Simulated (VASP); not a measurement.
# MoS2 under changes of volume

One of the cells (24.925 Å³/atom); the others are scaled copies at fixed shape and fractional positions:

```
Mo S
1.0
     3.12242    0.00000    0.00000
    -1.56121    2.70410    0.00000
     0.00000    0.00000   26.56812
Mo S
3 6
Cartesian
  0.0000 1.8027 6.0258
  0.0000 1.8027 20.5423
  1.5612 0.9014 0.0000
  1.5612 0.9014 4.4705
  1.5612 0.9014 18.9900
  0.0000 1.8027 25.0133
  1.5612 0.9014 7.5781
  1.5612 0.9014 22.0977
  0.0000 1.8027 1.5548
```

```yaml
Program: VASP 6.6.1
Functional: LDA
Potentials_or_basis: VASP PAW LDA potentials, release 64 (Mo_sv, S)
Cutoff: 520 eV
k_mesh: 8 × 8 × 1
Occupations: gaussian, width 0.02 eV
Spin: no spin polarisation
```

| volume (Å³/atom) | energy over the lowest point (meV/atom) | gap on the mesh (eV) | largest force (eV/Å) |
| --- | --- | --- | --- |
| 23.928 | 15.55 | 1.04 | 0.765 |
| 24.426 | 3.84 | 1.05 | 0.368 |
| 24.925 | 0.00 | 1.06 | 0.003 |
| 25.423 | ? | ? | ? |
| 25.922 | 12.83 | 1.08 | 0.651 |

Task: What does the run at 25.423 Å³/atom give?

Result: Energy over the lowest point 3.24 meV/atom; gap on the mesh 1.07 eV; largest force 0.338 eV/Å.

Worked out: A Birch-Murnaghan fit of order 2 (a polynomial in V^(-2/3)) to the other rows has its minimum at 24.94 Å³/atom with B0 = V·E''(V) = 113 GPa at fixed shape and positions, which overstates the stiffness. It gives 3.20 meV/atom at 25.423 Å³/atom, against the run's 3.24. A straight line through the other rows of the gap, of slope 0.5 eV per unit of ln V, gives 1.07 eV, against the run's 1.07.

Energies are extrapolated to zero smearing.

A mesh can miss the band edges. Spin-orbit coupling on Mo is left out.
